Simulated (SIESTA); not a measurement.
## Sn under changes of volume

One of the cells (27.650 Å³/atom); the others are scaled copies at fixed shape and fractional positions:

```
Sn
1.0
    -2.94014    2.94014    1.59930
     2.94014   -2.94014    1.59930
     2.94014    2.94014   -1.59930
Sn
2
Direct
  0.00000 0.00000 0.00000
  0.75000 0.25000 0.50000
```

```yaml
Program: SIESTA 5.4.2
Functional: PBEsol
Potentials_or_basis: PseudoDojo 0.4 standard (PBEsol files)
Basis: DZP (energy shift 0.003 Ry; two zetas on semicore shells)
Grid_cutoff: 500 Ry
Energy_shift: 0.003 Ry
k_mesh: 9 × 9 × 9
Occupations: fermi-dirac, width 0.05 eV
Spin: no spin polarisation
```

```csv
volume (Å³/atom),energy over the lowest point (meV/atom),pressure (GPa)
25.991,12.37,3.1
26.544,4.05,1.8
27.097,0.00,0.6
27.650,0.08,-0.6
28.203,3.74,-1.5
28.756,?,?
29.309,20.10,-3.2
```

Task: What does the run at 28.756 Å³/atom give?

Result: Energy over the lowest point 10.46 meV/atom; pressure -2.4 GPa.

Worked out: A Birch-Murnaghan fit of order 3 (a polynomial in V^(-2/3)) to the other rows has its minimum at 27.36 Å³/atom with B0 = V·E''(V) = 54 GPa and B' = 4.6 at fixed shape and positions, which overstates the stiffness. It gives 10.49 meV/atom at 28.756 Å³/atom, against the run's 10.46, and -dE/dV = -2.4 GPa, against -2.4.

Energies are extrapolated to zero smearing.

Caveats: the basis of atomic orbitals isn't converged, which shifts pressures, moduli and gaps.
